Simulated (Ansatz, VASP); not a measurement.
# Cross-check of Cr (linear Cr chain) between VASP and Ansatz, part 2 of 2

Aim: how closely do two programs agree when they are given the same cell, functional and k mesh? The structure shown is the end of the Ansatz relaxation below.

VASP 6.6.1 and Ansatz 0.2.0.

So far: The starting structure; Ansatz: relaxation, PBE; VASP: single point, PBE; Comparison; Ansatz: relaxation, PBEsol.

**6. VASP: single point, PBEsol**

Level of this step: PBEsol, spin-polarised from a ferromagnetic start (one magnetic atom a cell); plane waves and PAW (Cr_pv) (VASP).

The same cell, functional, mesh and smearing now go to VASP, with its own data sets.

INCAR

```
SYSTEM = Cr
PREC = Accurate
ENCUT = 500
EDIFF = 1E-06
NELM = 200
ISMEAR = -1
SIGMA = 0.05
LREAL = .FALSE.
ALGO = Normal
GGA = PS
NBANDS = 15
ISPIN = 2
MAGMOM = 4.15
LASPH = .TRUE.
LMAXMIX = 4
LORBIT = 11
LWAVE = .FALSE.
LCHARG = .FALSE.
ISIF = 2
GGA_COMPAT = .FALSE.
```

POSCAR

```
Cr
1.0
    7.5000000000      0.0000000000      0.0000000000
    0.0000000000      7.5000000000      0.0000000000
    0.0000000000      0.0000000000      2.7322758386
Cr
1
Direct
    0.5000000000      0.5000000000      0.0000000000
```

KPOINTS

```
Automatic mesh
0
Gamma
1 1 31
0 0 0
```

The projector-augmented-wave data sets are Cr_pv (PBE family, release 64).

Launch:

```sh
$ mpirun -np 1 vasp_std
```

Numbers of over 12 decimals in the logs are rounded to 6 here.

Log:

```text
[banner, memory and clock lines left out]
running    1 mpi-ranks, on    1 nodes
[...]
|                                                                             |
|               ----> ADVICE to this user running VASP <----                  |
|                                                                             |
|     You enforced a specific xc type in the INCAR file but a different       |
|     [... a line on the potential file left out ...]
|     I HOPE YOU KNOW WHAT YOU ARE DOING!                                     |
|                                                                             |

 LDA part: xc-table for (Slater+PW92), standard interpolation
 POSCAR, INCAR and KPOINTS ok, starting setup
[...]
entering main loop
       N       E                     dE             d eps       ncg     rms          rms(c)
DAV:   1     0.453341559269E+02    0.45334E+02   -0.61125E+03  1216   0.542E+02
DAV:   2    -0.480183610381E+01   -0.50136E+02   -0.44262E+02  1023   0.149E+02
DAV:   3    -0.595386671165E+01   -0.11520E+01   -0.11433E+01  1170   0.264E+01
DAV:   4    -0.596875214841E+01   -0.14885E-01   -0.14865E-01  1363   0.274E+00
[...]
DAV:  14    -0.632238535388E+01   -0.80727E-04   -0.18493E-05  1121   0.210E-02    0.116E-02
DAV:  15    -0.632243803531E+01   -0.52681E-04   -0.32871E-05   967   0.208E-02    0.482E-03
DAV:  16    -0.632243866335E+01   -0.62804E-06   -0.36450E-06  1016   0.789E-03
   1 F= -.63224387E+01 E0= -.63164013E+01  d E =-.120746E-01  mag=     5.1257
```

OUTCAR, selected parts (step 6):

```text
  Total       -0.1917008     -0.1917008      0.0252132      0.0000000      0.0000000      0.0000000
  in kB       -1.9984231     -1.9984231      0.2628399      0.0000000      0.0000000      0.0000000
  external PRESSURE =      -1.2446688 kB  Pullay stress =       0.0000000 kB

  FREE ENERGIE OF THE ION-ELECTRON SYSTEM (eV)
  ---------------------------------------------------
  free  energy   TOTEN  =        -6.3224386634 eV

  energy  without entropy=       -6.3103640274  energy(sigma->0) =       -6.31640135

 magnetization (x)
# of ion       s       p       d       tot
------------------------------------------
    1        0.111   0.046   4.077   4.233

[... 2 parts as in an earlier step ...]

[... 2 further parts left out ...]
[key lines of the parts left out:]
E-fermi :  -2.6661
```

**7. Side by side**

What differs besides the data sets and the points named for the pairs above, as far as they apply: the data sets hold 14 valence electrons in Ansatz (on its default PAW (the set named soft_2) files) and 12 in VASP; Ansatz makes its cores anew for this functional, VASP keeps those of its PBE data sets. Total energies have different zeros and are not compared.

Compared:

```tsv
quantity	Ansatz	VASP	difference
pressure (GPa)	-0.11	-0.12	+0.02
total moment (μB)	5.12	5.13	0.00
moment on Cr1 (μB)	4.15	4.23	-0.08
```

**8. Ansatz: relaxation, LDA**

This run makes the geometry at which the two programs are then compared. The cell compared in this pair holds 150.84 Å³, against 153.69 Å³ for the pair before.

The structure compared here is the end of the Ansatz relaxation.

input.yaml

```yaml
crystal:
  lattice:
    - [7.5, 0.0, 0.0]
    - [0.0, 7.5, 0.0]
    - [0.0, 0.0, 2.5854]
  atoms:
    - { symbol: Cr, position: [0.5, 0.5, 0.0], spin: 5.0 }
magnetization:
  spin_polarized: true
kpoints:
  mp_grid: { grid: [1, 1, 31] }
scf:
  occupations: { method: fermi_dirac, width: 0.05 }
hamiltonian:
  xc: lda
relax:
  cell: { fix: [a, b, alpha, beta, gamma] }
  max_steps: 60
```

Launch:

```sh
$ ansatz run input.yaml --threads 4 --pin off --max-ram 8192MiB --backend cpu --events-out ev --progress --plain --runs-dir out
```

Log:

```text
[...]
Crystal: 1 atoms, lattice volume = 145.429 Å³
Basis set: ecut = 420 eV, 2857 PW (Γ)
Bands: 14, of which v1, the nominal top of the filled ones, is band 7 counted from 1 (6 counted from 0)
Symmetry: 16 space group operations
[...]
k-points: 16 of 31
[...]
Starting moments: Σ|m| = 5 μB on 1 of 1 site
[...]
-0.204018       0.000000       0.000000
        0.000000      -0.204018       0.000000
        0.000000       0.000000       0.026095
  P = ⅓ Tr σ = -0.1273 GPa (-1.273 kbar)
--- Relaxed structure (4 steps of the walk, 4 accepted, 1 SCFs on fresh bases) ---
[...]
cell:  # Å, volume = 150.8390 Å³
    - [7.5, 0.0, 0.0]
    - [0.0, 7.5, 0.0]
    - [0.0, 0.0, 2.681582]
  atoms:
    - { symbol: Cr, position: [0.5, 0.5, 0.0] }
[key lines of the parts left out:]
SCF converged after 9 iterations
Magnetization: 5.0451 μB (9.5225 up, 4.4775 down)
Free energy (F): -3318.534245 eV
Fermi energy:    -2.240973 eV
```

**9. VASP: single point, LDA**

The same cell, functional (in two slightly different forms), mesh and smearing now go to VASP, with its own data sets.

INCAR: that of step 6 with these lines changed.

```diff
@@ -9,6 +9,6 @@
 ALGO = Normal
-GGA = PS
+GGA = CA
 NBANDS = 15
 ISPIN = 2
-MAGMOM = 4.15
+MAGMOM = 4.09
 LASPH = .TRUE.
```

POSCAR: that of step 6 with these lines changed.

```diff
@@ -4,3 +4,3 @@
     0.0000000000      7.5000000000      0.0000000000
-    0.0000000000      0.0000000000      2.7322758386
+    0.0000000000      0.0000000000      2.6815818746
 Cr
```

KPOINTS is that of step 6.

Potentials, in the order of the species: Cr_pv (LDA family, release 64).

Launch:

```sh
$ mpirun -np 1 vasp_std
```

Log:

```text
[banner, memory and clock lines left out]
running    1 mpi-ranks, on    1 nodes
[...]
LDA part: xc-table for (Slater(with rela. corr.)+CA(PZ))
 , standard interpolation
 POSCAR, INCAR and KPOINTS ok, starting setup
[...]
entering main loop
       N       E                     dE             d eps       ncg     rms          rms(c)
DAV:   1     0.430638687602E+02    0.43064E+02   -0.61258E+03  1216   0.542E+02
DAV:   2    -0.454196696814E+01   -0.47606E+02   -0.41391E+02  1051   0.145E+02
DAV:   3    -0.570685827344E+01   -0.11649E+01   -0.11586E+01  1149   0.264E+01
DAV:   4    -0.572355335452E+01   -0.16695E-01   -0.16656E-01  1482   0.276E+00
[...]
DAV:  16    -0.596059692758E+01   -0.10649E-04   -0.14539E-06   947   0.285E-03    0.223E-03
DAV:  17    -0.596060408575E+01   -0.71582E-05   -0.16582E-06   919   0.245E-03    0.122E-03
DAV:  18    -0.596060476137E+01   -0.67562E-06   -0.13617E-07   906   0.764E-04
   1 F= -.59606048E+01 E0= -.59545539E+01  d E =-.121017E-01  mag=     5.0328
```

From OUTCAR (step 9):

```text
  Total       -0.2090555     -0.2090555      0.0131011      0.0000000      0.0000000     -0.0000000
  in kB       -2.2205398     -2.2205398      0.1391567      0.0000000      0.0000000     -0.0000000
  external PRESSURE =      -1.4339743 kB  Pullay stress =       0.0000000 kB

  FREE ENERGIE OF THE ION-ELECTRON SYSTEM (eV)
  ---------------------------------------------------
  free  energy   TOTEN  =        -5.9606047614 eV

  energy  without entropy=       -5.9485031032  energy(sigma->0) =       -5.95455393

 magnetization (x)
# of ion       s       p       d       tot
------------------------------------------
    1        0.113   0.042   4.056   4.211

[... 2 parts as in an earlier step ...]

[... 2 further parts left out ...]
[key lines of the parts left out:]
E-fermi :  -2.8438
```

**10. Differences**

What differs besides the data sets and the points named for the pairs above, as far as they apply: the two LDA forms differ slightly; the data sets hold 14 valence electrons in Ansatz (on its default PAW (the set named soft_2) files) and 12 in VASP; VASP's log shows a relativistic correction to its local exchange, Ansatz's none. Total energies have different zeros and are not compared.

Compared:

```tsv
quantity	Ansatz	VASP	difference
pressure (GPa)	-0.13	-0.14	+0.02
total moment (μB)	5.05	5.03	+0.01
moment on Cr1 (μB)	4.09	4.21	-0.12
```

**11. Results**

```
difference in total moment (single point, PBE)    : -0.0040 μB
difference in total moment (single point, PBEsol) : -0.0042 μB
difference in total moment (single point, LDA)    : 0.012 μB
```

What this shows: The difference in total moment is -0.0040 μB (single point, PBE). The data sets hold unlike numbers of valence electrons (14 in Ansatz and 12 in VASP), so part of the differences comes from the potentials. 1 further run of this series is not shown here. How closely two codes agree says nothing of how well the functional describes the real material.

[Lines on the potential files, build, host, timing and source positions are cut from VASP's logs without a mark.]

[Logs are printed without paths, hosts, clocks, repeated set-up lines and the standing remarks that a program may print on its own settings, such as how far it seeks lower states.]

[Hosts, paths, dates, database ids (printed as entryN), source tags and the programs' standing remarks are cut or masked in the printed files.]
